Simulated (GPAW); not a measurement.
# CdS (Greenockite): band structure with revPBE

**Measured values to compare with.**

“Isotope dependence of band-gap energy”, 2008, arxiv:0807.2152 quotes, for a bulk crystal of CdS: band gap 2.5809 ± 0.0002 eV.

CdS (Greenockite):

```
CELL_PARAMETERS angstrom
4.15000 0.00000 0.00000
-2.07500 3.59401 0.00000
0.00000 0.00000 6.73700
ATOMIC_POSITIONS crystal
Cd 0.66667 0.33333 0.50000
Cd 0.33333 0.66667 0.00000
S 0.66667 0.33333 0.87500
S 0.33333 0.66667 0.37500
```

| Property | Result |
| --- | --- |
| Program | GPAW 26.7.0 |
| Task | band structure |
| Functional | revPBE |
| Potentials or basis | the program's PAW data sets (release 1.2.1) made for this functional |
| Cutoff | 600 eV |
| Basis | pw |
| k mesh | 6 × 6 × 3 |
| Occupations | fermi-dirac, width 0.05 eV |
| Spin | no spin polarisation |
| Maxiter | 150 |
| Band path | GMKGALHA,LM,KH |
| Band points | 100 |

```yaml
Pressure: 3.4 GPa
Largest_force: 0.069 eV/Å
Band_gap_on_the_k_mesh: 1.32 eV, direct
Band_gap_along_the_path: 1.32 eV, direct
```

Forces in eV/Å, atoms in the order of the input:
```
Cd   0.000  0.000 -0.069
Cd   0.000  0.000 -0.069
S    0.000  0.000  0.068
S    0.000  0.000  0.069
```

Stress tensor (GPa, compression positive):
```
3.23 0.00 0.00
0.00 3.23 0.00
0.00 0.00 3.88
```

Levels at the corners of the path, in eV from the valence-band top:
| point | band 16 | band 17 | band 18 | band 19 | band 20 | band 21 |
| --- | --- | --- | --- | --- | --- | --- |
| Γ | -0.04 | 0.00 | 0.00 | 1.32 | 2.88 | 6.49 |
| M | -1.85 | -1.27 | -0.73 | 3.77 | 3.98 | 5.22 |
| K | -1.82 | -1.82 | -1.58 | 4.79 | 5.11 | 5.11 |
| Γ | -0.04 | 0.00 | 0.00 | 1.32 | 2.88 | 6.49 |
| A | -0.39 | -0.39 | -0.39 | 2.93 | 2.93 | 6.27 |
| L | -1.32 | -1.31 | -1.31 | 3.58 | 3.58 | 5.46 |
| H | -2.35 | -1.11 | -1.11 | 4.45 | 4.45 | 6.23 |
| A | -0.39 | -0.39 | -0.39 | 2.93 | 2.93 | 6.27 |
| L | -1.32 | -1.31 | -1.31 | 3.58 | 3.58 | 5.46 |
| M | -1.85 | -1.27 | -0.73 | 3.77 | 3.98 | 5.22 |
| K | -1.82 | -1.82 | -1.58 | 4.79 | 5.11 | 5.11 |
| H | -2.35 | -1.11 | -1.11 | 4.45 | 4.45 | 6.23 |

Wall time 3.3 min on 1 thread of Arm Neoverse V2 (shared host), peak memory 0.58 GiB.

Against the measured gap of CdS, 2.5809 eV (quoted in “Isotope dependence of band-gap energy”, 2008, arxiv:0807.2152), the calculated 1.32 eV is off by -1.27 eV. Spin-orbit coupling on Cd is left out. The value is that of revPBE, without temperature or zero-point motion. Semilocal functionals fall short of measured gaps as a rule.
